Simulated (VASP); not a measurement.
Wanted: the native input for a VASP 6.6.1 run.

- Task: single point
- Functional: HSE06
- Potentials or basis: VASP PAW PBE potentials, release 64 (Mg)
- Cutoff: 520 eV
- k mesh: 7 × 7 × 7
- Occupations: gaussian, width 0.01 eV
- Spin: no spin polarisation
- Dipole correction: no
- Exchange at q = 0: truncated
- Grid for exact exchange (PRECFOCK): Normal
- Screening parameter: 0.2079 1/A
- Further INCAR settings: ALGO = Normal; EDIFF = 1e-07; NBANDS = 7

Crystal: Mg.

```
Mg
1.0
     0.00000    2.19844    2.19844
     2.19844    0.00000    2.19844
     2.19844    2.19844    0.00000
Mg
1
Cartesian
  0.0000 0.0000 0.0000
```

This isn't the form of Mg at room conditions, which is hcp.

The input as run:

POSCAR

```
Mg
1.0
    0.0000000000      2.1984420020      2.1984420020
    2.1984420020      0.0000000000      2.1984420020
    2.1984420020      2.1984420020      0.0000000000
Mg
1
Direct
    0.0000000000      0.0000000000      0.0000000000
```

INCAR.step1

```
SYSTEM = Mg
PREC = Accurate
ENCUT = 520
EDIFF = 1E-5
ISMEAR = 0
SIGMA = 0.01
LREAL = .FALSE.
LASPH = .TRUE.
NELM = 60
ALGO = Normal
ISIF = 2
LWAVE = .TRUE.
LCHARG = .FALSE.
GGA = PE
NBANDS = 7
```

INCAR.step2

```
SYSTEM = Mg
PREC = Accurate
ENCUT = 520
EDIFF = 1E-7
ISMEAR = 0
SIGMA = 0.01
LREAL = .FALSE.
LASPH = .TRUE.
NELM = 60
ALGO = Normal
ISIF = 2
LWAVE = .FALSE.
LCHARG = .FALSE.
GGA = PE
LHFCALC = .TRUE.
HFSCREEN = 0.2079
PRECFOCK = Normal
ISTART = 1
NBANDS = 7
```

KPOINTS

```
regular mesh
0
G
  7 7 7
  0 0 0
```

Potentials or basis: VASP PAW PBE potentials, release 64 (Mg).

Launch:

```bash
$ cat potpaw_PBE.64/Mg/POTCAR > POTCAR
$ cp INCAR.step1 INCAR
$ mpirun -np 1 vasp_std > vasp.out
$ cp INCAR.step2 INCAR
$ mpirun -np 1 vasp_std > vasp.out
```

It gave:

```yaml
Pressure: 3.3 GPa
Band_gap_on_the_k_mesh: none (metal or under the smearing width)
```

Caveat: the PAW data sets were made with another functional, which shifts forces and pressure a little.

Run time: 3.3 min on 1 thread of AMD EPYC 7R43 64-Core Processor (Zen 3), with other jobs on the host, peak memory 0.2 GiB.
